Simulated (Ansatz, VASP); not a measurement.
## Two plane-wave programs on Bi

The input INCAR:

```
PREC     = Accurate       # precision mode
ENCUT    = 520            # plane-wave cutoff, eV
EDIFF    = 1E-6           # SCF threshold, eV
ISMEAR   = -1             # smearing method
SIGMA    = 0.1            # smearing width, eV
LREAL    = F              # projectors in reciprocal space
LASPH    = T              # aspherical terms in the spheres
NELM     = 80             # most SCF steps
ALGO     = Fast           # electronic algorithm
ISIF     = 2              # what is computed and relaxed
LWAVE    = F              # write WAVECAR
LCHARG   = F              # write CHGCAR
GGA      = RP             # functional
NBANDS   = 14             # bands
```

Contents of KPOINTS:

```
Automatic mesh
0
Gamma
  11 11 11
```

POSCAR

```
Bi
1.0
    3.2180925081      0.0000000000      0.0000000000
    0.0000000000      3.2180925081      0.0000000000
    0.0000000000      0.0000000000      3.2180925081
Bi
1
Direct
    0.0000000000      0.0000000000      0.0000000000
```

Input for Ansatz:

```yaml
crystal:
  lattice:
    - [3.2180925081, 0.0, 0.0]
    - [0.0, 3.2180925081, 0.0]
    - [0.0, 0.0, 3.2180925081]
  atoms:
    - { symbol: Bi, position: [0.0, 0.0, 0.0] }
hamiltonian:
  xc: rpbe
  pseudopotentials:
    kind: paw
    azcp:
      Bi: "pseudopotentials/Bi.paw.azcp"
basis:
  ecutwfc: 420
  fft_grid_basis: typed
kpoints:
  mp_grid: { grid: [11, 11, 11], shift: [0, 0, 0] }
magnetization:
  spin_polarized: false
scf:
  occupations: { method: fermi_dirac, width: 0.1 }
  lower_state_search: "off"
output:
  stress: true
```

Alike in both runs: task single point; functional RPBE; k mesh 11 × 11 × 11; occupations fermi-dirac, width 0.1 eV; no spin polarisation.

|  | VASP | Ansatz |
| --- | --- | --- |
| version | VASP 6.6.1 | Ansatz 0.2.0 |
| potentials or method | VASP PAW PBE potentials, release 64 (Bi_d) | plane waves (420 eV) with PAW, scalar-relativistic |
| plane-wave cutoff (eV) | 520 | 420 |
| valence electrons in the cell | 15 | 15 |

VASP gave:

```
pressure (GPa) : 4.3
```

**Question.** Estimate Ansatz's values.

**Answer.** Pressure (GPa): 4.4.

With one functional, cell and mesh, what is left measures potentials, basis and numerics.

Caveats: the PAW data sets were made with another functional, which shifts forces and pressure a little (VASP).
